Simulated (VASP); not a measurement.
Crystal: ZnO.

```
CELL_PARAMETERS angstrom
3.25000 0.00000 0.00000
-1.62500 2.81458 0.00000
0.00000 0.00000 5.20500
ATOMIC_POSITIONS crystal
Zn 0.33333 0.66667 0.00000
Zn 0.66667 0.33333 0.50000
O 0.33333 0.66667 0.50000
O 0.66667 0.33333 0.00000
```

Measurements of this composition are mostly on another form, of space group No. 186.

```yaml
Program: VASP 6.6.1
Task: relaxation of cell and atoms
Functional: PBEsol
Potentials_or_basis: VASP PAW PBE potentials, release 64 (Zn, O)
Cutoff: 600 eV
k_mesh: 6 × 6 × 2
Occupations: gaussian, width 0.02 eV
Spin: no spin polarisation
```

At the start: pressure 5.7 GPa; volume 11.90 Å³/atom.

Where does the relaxation end?

Over 16 steps the energy falls by 71.0 meV/atom and the volume is 11.35 Å³/atom (-4.6 %); space group P6_3/mmc (No. 194, to 0.05 Å).

The path:
| step | energy change (eV) | largest force (eV/Å) | pressure (GPa) | volume (Å³) |
| --- | --- | --- | --- | --- |
| 1 | 0.0000 | 0.0000 | 5.69 | 47.61 |
| 2 | -0.0734 | 0.0000 | -6.94 | 50.53 |
| 3 | -0.0892 | 0.0000 | -3.49 | 49.61 |
| 4 | -0.1516 | 0.0000 | -2.99 | 48.48 |
| 5 | -0.2715 | 0.0000 | 2.38 | 44.98 |
| 6 | -0.2713 | 0.0000 | 3.28 | 44.65 |
| 7 | -0.2747 | 0.0000 | -0.24 | 45.36 |
| 8 | -0.2823 | 0.0000 | 1.16 | 45.04 |
| 9 | -0.2836 | 0.0000 | -0.61 | 45.60 |
| 10 | -0.2840 | 0.0000 | 0.00 | 45.41 |
| 11 | -0.2840 | 0.0000 | -0.07 | 45.42 |
| 12 | -0.2840 | 0.0000 | 0.11 | 45.38 |
| 13 | -0.2840 | 0.0000 | 0.02 | 45.40 |
| 14 | -0.2840 | 0.0000 | -0.02 | 45.40 |
| 15 | -0.2840 | 0.0000 | 0.02 | 45.40 |
| 16 | -0.2840 | 0.0000 | 0.00 | 45.40 |

Final structure:
```cif
data_structure
_symmetry_space_group_name_H-M 'P 1'
_symmetry_Int_Tables_number 1
_cell_length_a 3.4305
_cell_length_b 3.4305
_cell_length_c 4.4548
_cell_angle_alpha 90.000
_cell_angle_beta 90.000
_cell_angle_gamma 120.000
_cell_volume 45.40
loop_
_atom_site_label
_atom_site_type_symbol
_atom_site_fract_x
_atom_site_fract_y
_atom_site_fract_z
_atom_site_occupancy
Zn1 Zn 0.33333 0.66667 0.00000 1
Zn2 Zn 0.66667 0.33333 0.50000 1
O1 O 0.33333 0.66667 0.50000 1
O2 O 0.66667 0.33333 0.00000 1
```

Caveat: the k mesh is coarse (spacing up to 0.60 Å⁻¹), so the values aren't converged; the PAW data sets were made with another functional, which shifts forces and pressure a little.
